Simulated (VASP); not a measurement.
# Ag (Fm-3m) in VASP: a series of runs

Aim: see how the results for Ag move with the level of theory and the settings. Levels: AM05, TPSS, revTPSS. Tasks: band structure.

Everything below comes from runs of VASP 6.6.1. Logs are shortened: lines on timing, memory, paths and dates and some standing lists are left out, and cuts for length are marked.

## 1. The structure

Symmetry: Fm-3m, No. 225, cubic system. Conventional cell: a = 4.085 Å, b = 4.085 Å, c = 4.085 Å, α = 90.00°, β = 90.00°, γ = 90.00°. Ag (site symmetry m-3m) has 12 Ag at 2.89 Å as nearest neighbours.

## 2. Band structure, AM05

INCAR

```
SYSTEM = Ag
PREC = Accurate
ENCUT = 520
EDIFF = 1E-7
ISMEAR = -1
SIGMA = 0.05
LREAL = .False.
LASPH = .True.
NELM = 100
ALGO = Normal
ISIF = 2
LWAVE = .False.
LCHARG = .False.
LMAXMIX = 4
GGA = AM
```

KPOINTS

```
regular mesh
0
Gamma
  11 11 11
  0 0 0
```

POSCAR

```
Ag
1.0
    0.0000000000      2.0427500000      2.0427500000
    2.0427500000      0.0000000000      2.0427500000
    2.0427500000      2.0427500000      0.0000000000
Ag
1
Direct
    0.0000000000      0.0000000000      0.0000000000
```

KPOINTS_OPT

```
path GXWKGLUWLK,UX
20
line-mode
reciprocal
 0.0000000000  0.0000000000  0.0000000000  G
 0.5000000000  0.0000000000  0.5000000000  X

 0.5000000000  0.0000000000  0.5000000000  X
 0.5000000000  0.2500000000  0.7500000000  W

 0.5000000000  0.2500000000  0.7500000000  W
 0.3750000000  0.3750000000  0.7500000000  K

 0.3750000000  0.3750000000  0.7500000000  K
 0.0000000000  0.0000000000  0.0000000000  G

 0.0000000000  0.0000000000  0.0000000000  G
 0.5000000000  0.5000000000  0.5000000000  L

 0.5000000000  0.5000000000  0.5000000000  L
 0.6250000000  0.2500000000  0.6250000000  U

 0.6250000000  0.2500000000  0.6250000000  U
 0.5000000000  0.2500000000  0.7500000000  W

 0.5000000000  0.2500000000  0.7500000000  W
 0.5000000000  0.5000000000  0.5000000000  L

 0.5000000000  0.5000000000  0.5000000000  L
 0.3750000000  0.3750000000  0.7500000000  K

 0.6250000000  0.2500000000  0.6250000000  U
 0.5000000000  0.0000000000  0.5000000000  X
```

Potentials or basis: VASP PAW PBE potentials, release 64 (Ag).

Run with:

```console
cat potpaw_PBE.64/Ag/POTCAR > POTCAR
mpirun -np 1 vasp_std > vasp.out
```

OUTCAR:

```text
SYSTEM = Ag
   PREC = Accurate
   ENCUT = 520
   EDIFF = 1E-7
   ISMEAR = -1
   LREAL = .False.
   LASPH = .True.
   NELM = 100
   ISIF = 2
   GGA = AM

 ion  position               nearest neighbor table
   1  0.000  0.000  0.000-

  LATTYP: Found a face centered cubic cell.
 ALAT       =     4.0855000000

  Lattice vectors:

 A1 = (   0.0000000000,   2.0427500000,   2.0427500000)
 A2 = (   2.0427500000,   0.0000000000,   2.0427500000)
 A3 = (   2.0427500000,   2.0427500000,   0.0000000000)

Analysis of symmetry for initial positions (statically):
=====================================================================
 Subroutine PRICEL returns:
 Original cell was already a primitive cell.

 Routine SETGRP: Setting up the symmetry group for a
 face centered cubic supercell.

 Subroutine GETGRP returns: Found 48 space group operations
 (whereof 48 operations were pure point group operations)
 out of a pool of 48 trial point group operations.

The static configuration has the point symmetry O_h .

Analysis of symmetry for dynamics (positions and initial velocities):
=====================================================================
 Subroutine PRICEL returns:
 Original cell was already a primitive cell.

 Routine SETGRP: Setting up the symmetry group for a
 face centered cubic supercell.

 Subroutine GETGRP returns: Found 48 space group operations
 (whereof 48 operations were pure point group operations)
 out of a pool of 48 trial point group operations.

The dynamic configuration has the point symmetry O_h .

 Subroutine INISYM returns: Found 48 space group operations
 (whereof 48 operations are pure point group operations),
 and found     1 'primitive' translations

----------------------------------------------------------------------------------------

                                     Primitive cell

  volume of cell :      17.0481

  direct lattice vectors                    reciprocal lattice vectors
     0.000000000  2.042750000  2.042750000    -0.244768082  0.244768082  0.244768082
     2.042750000  0.000000000  2.042750000     0.244768082 -0.244768082  0.244768082
     2.042750000  2.042750000  0.000000000     0.244768082  0.244768082 -0.244768082

  length of vectors
     2.888884755  2.888884755  2.888884755     0.423950755  0.423950755  0.423950755

  position of ions in fractional coordinates (direct lattice)
     0.000000000  0.000000000  0.000000000

  ion indices of the primitive-cell ions
   primitive index   ion index
                 1           1

----------------------------------------------------------------------------------------

 KPOINTS: regular mesh

Automatic generation of k-mesh.
 Grid dimensions read from file:
 generate k-points for:   11   11   11

 Generating k-lattice:

  Cartesian coordinates                     Fractional coordinates (reciprocal lattice)
    -0.022251644  0.022251644  0.022251644     0.090909091  0.000000000  0.000000000
     0.022251644 -0.022251644  0.022251644     0.000000000  0.090909091  0.000000000
     0.022251644  0.022251644 -0.022251644     0.000000000  0.000000000  0.090909091

  Length of vectors
     0.038540978  0.038540978  0.038540978

  Shift w.r.t. Gamma in fractional coordinates (k-lattice)
     0.000000000  0.000000000  0.000000000

 Subroutine IBZKPT returns following result:
 ===========================================

 Found     56 irreducible k-points:

 Following reciprocal coordinates:
            Coordinates               Weight
  0.000000  0.000000  0.000000      1.000000
  0.090909  0.000000  0.000000      8.000000
  0.181818  0.000000  0.000000      8.000000
  0.272727  0.000000  0.000000      8.000000
  0.363636  0.000000  0.000000      8.000000
  0.454545  0.000000  0.000000      8.000000
[... 16 lines left out ...]
 -0.272727  0.181818  0.000000     24.000000
 -0.181818  0.181818  0.000000     12.000000
 [... further k-points ...]
   k-points           NKPTS =     56   k-points in BZ     NKDIM =     56   number of bands    NBANDS=      9
   number of dos      NEDOS =    301   number of ions     NIONS =      1
   total plane-waves  NPLWV =  13824
   dimension x,y,z NGX =    24 NGY =   24 NGZ =   24
   dimension x,y,z NGXF=    48 NGYF=   48 NGZF=   48
   ions per type =               1
   NGX,Y,Z   is equivalent  to a cutoff of  13.81, 13.81, 13.81 a.u.
   NGXF,Y,Z  is equivalent  to a cutoff of  27.62, 27.62, 27.62 a.u.
 SYSTEM =  Ag
   PREC   = accura    normal or accurate (medium, high low for compatibility)
   ISTART =      0    job   : 0-new  1-cont  2-samecut
   ICHARG =      2    charge: 1-file 2-atom 10-const
   ISPIN  =      1    spin polarized calculation?
   LNONCOLLINEAR =      F non collinear calculations
   LSORBIT =      F    spin-orbit coupling
   LASPH  =      T    aspherical Exc in radial PAW
   ENCUT  =  520.0 eV  38.22 Ry    6.18 a.u.   5.37  5.37  5.37*2*pi/ulx,y,z
   NELM   =    100;   NELMIN=  2; NELMDL= -5     # of ELM steps
[... 52 lines left out ...]
 cond. band min:       8.5318814331   @ k =   0.4545   0.3636   0.0000
 fundamental gap:      0.1056507131
 Fermi energy:         8.4740425410

 k-point     1 :       0.0000    0.0000    0.0000
  band No.  band energies     occupation
      1       0.4427      2.00000
      2       3.4825      2.00000
      3       3.4825      2.00000
      4       3.4825      2.00000
      5       4.5258      2.00000
      6       4.5258      2.00000
      7      24.2165      0.00000
      8      27.8364      0.00000
      9      27.8364      0.00000

 k-point     2 :       0.0909    0.0000    0.0000
  band No.  band energies     occupation
      1       0.6981      2.00000
      2       3.4263      2.00000
      3       3.5511      2.00000
      4       3.5511      2.00000
      5       4.5014      2.00000
      6       4.5014      2.00000
      7      24.1831      0.00000
      8      26.0297      0.00000
      9      27.9370      0.00000

 k-point     3 :       0.1818    0.0000    0.0000
  band No.  band energies     occupation
      1       1.3668      2.00000
      2       3.3852      2.00000
      3       3.6743      2.00000
      4       3.6743      2.00000
      5       4.5100      2.00000
      6       4.5100      2.00000
      7      21.9666      0.00000
      8      25.0806      0.00000
      9      28.0677      0.00000

 k-point     4 :       0.2727    0.0000    0.0000
  band No.  band energies     occupation
      1       1.9261      2.00000
      2       3.6669      2.00000
      3       3.6669      2.00000
      4       3.9392      2.00000
      5       4.7217      2.00000
      6       4.7217      2.00000
      7      18.4890      0.00000
      8      24.6454      0.00000
      9      27.7422      0.00000

 k-point     5 :       0.3636    0.0000    0.0000
  band No.  band energies     occupation
      1       1.9590      2.00000
      2       3.5567      2.00000
      3       3.5567      2.00000
      4       5.0548      2.00000
      5       5.0548      2.00000
      6       5.5111      2.00000
      7      15.1110      0.00000
      8      23.9475      0.00000
      9      26.8775      0.00000

 k-point     6 :       0.4545    0.0000    0.0000
  band No.  band energies     occupation
      1       1.8815      2.00000
      2       3.4731      2.00000
      3       3.4731      2.00000
      4       5.2887      2.00000
      5       5.2887      2.00000
      6       7.3775      2.00000
      7      12.3877      0.00000
      8      23.4983      0.00000
      9      26.2124      0.00000
[... 169 lines left out ...]
 k-point    21 :      -0.4545    0.1818    0.0000
  band No.  band energies     occupation
      1       2.3293      2.00000
      2       3.1762      2.00000
      3       3.9098      2.00000
      4       4.1418      2.00000
      5       5.2894      2.00000
      6       9.7965      0.00000
      7      12.1510      0.00000
      8      20.8232      0.00000
      9      23.7334      0.00000

 k-point    22 :      -0.3636    0.1818    0.0000
  band No.  band energies     occupation
      1       2.4381      2.00000
      2       3.2294      2.00000
      3       3.8956      2.00000
      4       4.1009      2.00000
      5       4.9823      2.00000
      6       8.6613      0.04620
      7      13.7282      0.00000
      8      20.1784      0.00000
      9      24.7853      0.00000

 k-point    23 :      -0.2727    0.1818    0.0000
  band No.  band energies     occupation
      1       2.6121      2.00000
      2       3.3015      2.00000
      3       3.7182      2.00000
      4       3.9717      2.00000
      5       4.5400      2.00000
      6       6.8958      2.00000
      7      16.8916      0.00000
      8      20.0539      0.00000
      9      25.5462      0.00000

 k-point    24 :      -0.1818    0.1818    0.0000
  band No.  band energies     occupation
      1       2.4981      2.00000
      2       3.0746      2.00000
      3       3.6917      2.00000
      4       4.0987      2.00000
      5       4.1332      2.00000
      6       5.6545      2.00000
      7      20.1521      0.00000
      8      20.5670      0.00000
      9      26.8306      0.00000

 [... further k-points ...]

------------------------ aborting loop because EDIFF is reached ----------------------------------------

  FORCE on cell =-STRESS in cart. coord.  units (eV):
  Direction    XX          YY          ZZ          XY          YZ          ZX
  --------------------------------------------------------------------------------------
  -------------------------------------------------------------------------------------
  Total       -0.3067576     -0.3067576     -0.3067576      0.0000000     -0.0000000      0.0000000
  in kB      -28.8290469    -28.8290469    -28.8290469      0.0000000     -0.0000000      0.0000000
  external PRESSURE =     -28.8290469 kB  Pullay stress =       0.0000000 kB

 VOLUME and BASIS-vectors are now :
 -----------------------------------------------------------------------------
  energy-cutoff  :      520.00
  volume of cell :       17.05
      direct lattice vectors                 reciprocal lattice vectors
     0.000000000  2.042750000  2.042750000    -0.244768082  0.244768082  0.244768082
     2.042750000  0.000000000  2.042750000     0.244768082 -0.244768082  0.244768082
     2.042750000  2.042750000  0.000000000     0.244768082  0.244768082 -0.244768082

 POSITION                                       TOTAL-FORCE (eV/Angst)
 -----------------------------------------------------------------------------------
      0.00000      0.00000      0.00000         0.000000     -0.000000      0.000000
 -----------------------------------------------------------------------------------
    total drift:                               -0.000000      0.000000     -0.000000

  FREE ENERGIE OF THE ION-ELECTRON SYSTEM (eV)
  ---------------------------------------------------
  free  energy   TOTEN  =        -3.0095103372 eV

  energy  without entropy=       -3.0069365984  energy(sigma->0) =       -3.00822347
```

Wall time 38 s (1 thread of Intel Xeon Platinum 8175M at 2.50GHz (Skylake/Cascade Lake), shared host); peak memory 0.15 GiB.

Results:

```yaml
Free_energy: -3.0095 eV
Pressure: -2.9 GPa
Band_gap_along_the_path: none (metal or under the smearing width)
```

Levels at the corners of the path, in eV from the Fermi level:
| point | band 3 | band 4 | band 5 | band 6 | band 7 | band 8 |
| --- | --- | --- | --- | --- | --- | --- |
| Γ | -4.99 | -4.99 | -3.95 | -3.95 | 15.74 | 19.36 |
| X | -3.18 | -2.95 | -2.95 | 1.34 | 6.51 | 10.42 |
| X | -3.18 | -2.95 | -2.95 | 1.34 | 6.51 | 10.42 |
| W | -5.28 | -3.94 | -2.94 | 5.71 | 5.71 | 6.77 |
| W | -5.28 | -3.94 | -2.94 | 5.71 | 5.71 | 6.77 |
| K | -4.28 | -3.73 | -3.23 | 4.05 | 5.01 | 6.90 |
| K | -4.28 | -3.73 | -3.23 | 4.05 | 5.01 | 6.90 |
| Γ | -4.99 | -4.99 | -3.95 | -3.95 | 15.74 | 19.36 |
| Γ | -4.99 | -4.99 | -3.95 | -3.95 | 15.74 | 19.36 |
| L | -5.01 | -3.15 | -3.15 | -0.67 | 3.38 | 14.96 |
| L | -5.01 | -3.15 | -3.15 | -0.67 | 3.38 | 14.96 |
| U | -4.28 | -3.73 | -3.23 | 4.05 | 5.01 | 6.90 |
| U | -4.28 | -3.73 | -3.23 | 4.05 | 5.01 | 6.90 |
| W | -5.28 | -3.94 | -2.94 | 5.71 | 5.71 | 6.77 |
| W | -5.28 | -3.94 | -2.94 | 5.71 | 5.71 | 6.77 |
| L | -5.01 | -3.15 | -3.15 | -0.67 | 3.38 | 14.96 |
| L | -5.01 | -3.15 | -3.15 | -0.67 | 3.38 | 14.96 |
| K | -4.28 | -3.73 | -3.23 | 4.05 | 5.01 | 6.90 |
| U | -4.28 | -3.73 | -3.23 | 4.05 | 5.01 | 6.90 |
| X | -3.18 | -2.95 | -2.95 | 1.34 | 6.51 | 10.42 |

Caveat: the PAW data sets were made with another functional, which shifts forces and pressure a little.

## 3. Band structure, TPSS

INCAR

```
SYSTEM = Ag
PREC     = Accurate       ! precision mode
ENCUT    = 520            ! plane-wave cutoff, eV
EDIFF    = 1E-6           ! SCF threshold, eV
ISMEAR   = -1             ! smearing method
SIGMA    = 0.05           ! smearing width, eV
LREAL    = .False.        ! projectors in reciprocal space
LASPH    = .True.         ! aspherical terms in the spheres
NELM     = 60             ! most SCF steps
ALGO     = Normal         ! electronic algorithm
ISIF     = 2              ! what is computed and relaxed
LWAVE    = .False.        ! write WAVECAR
LCHARG   = .False.        ! write CHGCAR
LMAXMIX  = 4              ! l up to which the mixer works
METAGGA  = TPSS           ! meta-GGA
LMIXTAU  = .True.
```

KPOINTS is that of step 2.

POSCAR is that of step 2.

KPOINTS_OPT, as its differences from that of step 2:

```diff
@@ -1,3 +1,3 @@
 path GXWKGLUWLK,UX
-20
+15
 line-mode
```

Potentials or basis: VASP PAW PBE potentials, release 64 (Ag).

Run with:

```console
cat potpaw_PBE.64/Ag/POTCAR > POTCAR
mpirun -np 1 vasp_std > vasp.out
```

It took 61 s on 1 thread of Intel Xeon Platinum 8375C at 2.90GHz (Ice Lake), shared host; peak memory 0.15 GiB.

The run converged. Its results:

```yaml
Free_energy: -11.1289 eV
Pressure: 0.0 GPa
Band_gap_along_the_path: none (metal or under the smearing width)
```

Levels at the corners of the path, in eV from the Fermi level:
| point | band 1 | band 2 | band 3 | band 4 | band 5 | band 6 | band 7 | band 8 | band 9 |
| --- | --- | --- | --- | --- | --- | --- | --- | --- | --- |
| Γ | -8.02 | -5.07 | -5.07 | -5.07 | -4.03 | -4.03 | 15.74 | 19.39 | 19.39 |
| X | -6.74 | -6.58 | -3.27 | -3.02 | -3.02 | 1.38 | 6.55 | 10.49 | 10.49 |
| X | -6.74 | -6.58 | -3.27 | -3.02 | -3.02 | 1.38 | 6.55 | 10.49 | 10.49 |
| W | -5.99 | -5.35 | -5.35 | -4.03 | -3.02 | 5.75 | 5.75 | 6.88 | 7.88 |
| W | -5.99 | -5.35 | -5.35 | -4.03 | -3.02 | 5.75 | 5.75 | 6.88 | 7.88 |
| K | -6.29 | -5.87 | -4.35 | -3.81 | -3.30 | 4.08 | 5.06 | 6.93 | 12.62 |
| K | -6.29 | -5.87 | -4.35 | -3.81 | -3.30 | 4.08 | 5.06 | 6.93 | 12.62 |
| Γ | -8.02 | -5.07 | -5.07 | -5.07 | -4.03 | -4.03 | 15.74 | 19.39 | 19.39 |
| Γ | -8.02 | -5.07 | -5.07 | -5.07 | -4.03 | -4.03 | 15.74 | 19.39 | 19.39 |
| L | -6.67 | -5.10 | -5.10 | -3.23 | -3.23 | -0.69 | 3.43 | 14.90 | 17.81 |
| L | -6.67 | -5.10 | -5.10 | -3.23 | -3.23 | -0.69 | 3.43 | 14.90 | 17.81 |
| U | -6.29 | -5.87 | -4.35 | -3.81 | -3.30 | 4.08 | 5.06 | 6.93 | 12.62 |
| U | -6.29 | -5.87 | -4.35 | -3.81 | -3.30 | 4.08 | 5.06 | 6.93 | 12.62 |
| W | -5.99 | -5.35 | -5.35 | -4.03 | -3.02 | 5.75 | 5.75 | 6.88 | 7.88 |
| W | -5.99 | -5.35 | -5.35 | -4.03 | -3.02 | 5.75 | 5.75 | 6.88 | 7.88 |
| L | -6.67 | -5.10 | -5.10 | -3.23 | -3.23 | -0.69 | 3.43 | 14.90 | 17.81 |
| L | -6.67 | -5.10 | -5.10 | -3.23 | -3.23 | -0.69 | 3.43 | 14.90 | 17.81 |
| K | -6.29 | -5.87 | -4.35 | -3.81 | -3.30 | 4.08 | 5.06 | 6.93 | 12.62 |
| U | -6.29 | -5.87 | -4.35 | -3.81 | -3.30 | 4.08 | 5.06 | 6.93 | 12.62 |
| X | -6.74 | -6.58 | -3.27 | -3.02 | -3.02 | 1.38 | 6.55 | 10.49 | 10.49 |

Caveat: the PAW data sets were made with another functional, which shifts forces and pressure a little.

## 4. Band structure, revTPSS

INCAR

```
ALGO = Normal
EDIFF = 1E-6
ENCUT = 520
ISIF = 2
ISMEAR = -1
LASPH = True
LCHARG = False
LMAXMIX = 4
LMIXTAU = True
LREAL = False
LWAVE = False
METAGGA = RTPSS
NBANDS = 12
NELM = 100
PREC = Accurate
SIGMA = 0.05
```

KPOINTS

```
k-points
0
Gamma
  11 11 11
```

POSCAR is that of step 3.

KPOINTS_OPT is that of step 3.

Run with:

```console
cat potpaw_PBE.64/Ag/POTCAR > POTCAR
mpirun -np 1 vasp_std > vasp.out
```

It took 85 s on 1 thread of Intel Xeon Platinum 8375C at 2.90GHz (Ice Lake), shared host; peak memory 0.16 GiB.

Results (log left out):

```yaml
Free_energy: 12.9100 eV
Pressure: -2.9 GPa
Band_gap_along_the_path: none (metal or under the smearing width)
```

Levels at the corners of the path, in eV from the Fermi level:
```tsv
point	band 2	band 3	band 4	band 5	band 6	band 7	band 8	band 9
Γ	-5.02	-5.02	-5.02	-3.98	-3.98	15.78	19.44	19.44
X	-6.54	-3.22	-2.97	-2.97	1.36	6.59	10.51	10.51
X	-6.54	-3.22	-2.97	-2.97	1.36	6.59	10.51	10.51
W	-5.31	-5.31	-3.98	-2.97	5.74	5.74	6.95	7.87
W	-5.31	-5.31	-3.98	-2.97	5.74	5.74	6.95	7.87
K	-5.83	-4.31	-3.77	-3.25	4.07	5.08	6.95	12.63
K	-5.83	-4.31	-3.77	-3.25	4.07	5.08	6.95	12.63
Γ	-5.02	-5.02	-5.02	-3.98	-3.98	15.78	19.44	19.44
Γ	-5.02	-5.02	-5.02	-3.98	-3.98	15.78	19.44	19.44
L	-5.05	-5.05	-3.18	-3.18	-0.70	3.47	14.93	17.86
L	-5.05	-5.05	-3.18	-3.18	-0.70	3.47	14.93	17.86
U	-5.83	-4.31	-3.77	-3.25	4.07	5.08	6.95	12.63
U	-5.83	-4.31	-3.77	-3.25	4.07	5.08	6.95	12.63
W	-5.31	-5.31	-3.98	-2.97	5.74	5.74	6.95	7.87
W	-5.31	-5.31	-3.98	-2.97	5.74	5.74	6.95	7.87
L	-5.05	-5.05	-3.18	-3.18	-0.70	3.47	14.93	17.86
L	-5.05	-5.05	-3.18	-3.18	-0.70	3.47	14.93	17.86
K	-5.83	-4.31	-3.77	-3.25	4.07	5.08	6.95	12.63
U	-5.83	-4.31	-3.77	-3.25	4.07	5.08	6.95	12.63
X	-6.54	-3.22	-2.97	-2.97	1.36	6.59	10.51	10.51
```

Caveat: the PAW data sets were made with another functional, which shifts forces and pressure a little.

## 5. The reference run

An earlier run on the cell as given: functional PBEsol; potentials or basis VASP PAW PBE potentials, release 64 (Ag); cutoff 520 eV; k mesh 11 × 11 × 11; occupations fermi-dirac, width 0.05 eV; no spin polarisation.

- Pressure: -3.1 GPa
- Band gap on the k mesh: none (metal or under the smearing width)

## 6. Summary

```csv
task,level,ladder,pressure (GPa)
band structure,AM05,-,-2.9
band structure,TPSS,-,0.0
band structure,revTPSS,-,-2.9
single point,PBEsol,free,-3.1
```

Alike in all rows: potentials or basis VASP PAW PBE potentials, release 64 (Ag); no spin polarisation; cell as given; k mesh 11 × 11 × 11; cutoff (eV) 520; smearing fermi-dirac 0.05 eV.

The pressure there spans -3.1 GPa (PBEsol) to 0.0 GPa (TPSS); a positive pressure means that this level wants a larger cell, a negative one a smaller.

Caveats: the PAW data sets were made with another functional, which shifts forces and pressure a little.

Absolute energies hang on the potentials; compare differences alone.
